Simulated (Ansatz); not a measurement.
TaN:

```
Ta N
1.0
     0.00000    2.21132    2.21132
     2.21132    0.00000    2.21132
     2.21132    2.21132    0.00000
Ta N
1 1
Direct
  0.50000 0.50000 0.50000
  0.00000 0.00000 0.00000
```

The cell comes from a database or a generator and needn't be the stable form of this composition.

- Program: Ansatz 0.2.0
- Task: relaxation of cell and atoms
- Functional: revPBE
- Dispersion: D3(BJ)
- Potentials or basis: all-electron LAPW, scalar-relativistic
- Basis error allowed: 0.001 eV/atom
- k mesh: 10 × 10 × 10
- Occupations: fermi-dirac, width 0.05 eV
- Spin: no spin polarisation

At the start: volume 10.81 Å³/atom.

Q: Where does the relaxation end?

A: Over 5 steps the energy falls by 13.7 meV/atom and the volume is 10.44 Å³/atom (-3.4 %); space group Fm-3m (No. 225, to 0.05 Å).

The path:
```
step  energy change (eV)  largest force (eV/Å)  volume (Å³)
   1              0.0000                0.0000        21.63
   2             -0.0222                0.0000        20.57
   3             -0.0273                0.0000        20.90
   4             -0.0273                0.0000        20.88
   5             -0.0273                0.0000        20.88
```

Final structure:
```
Ta N
1.0
     0.00000    2.18563    2.18563
     2.18563    0.00000    2.18563
     2.18563    2.18563    0.00000
Ta N
1 1
Direct
  0.50000 0.50000 0.50000
  0.00000 0.00000 0.00000
```
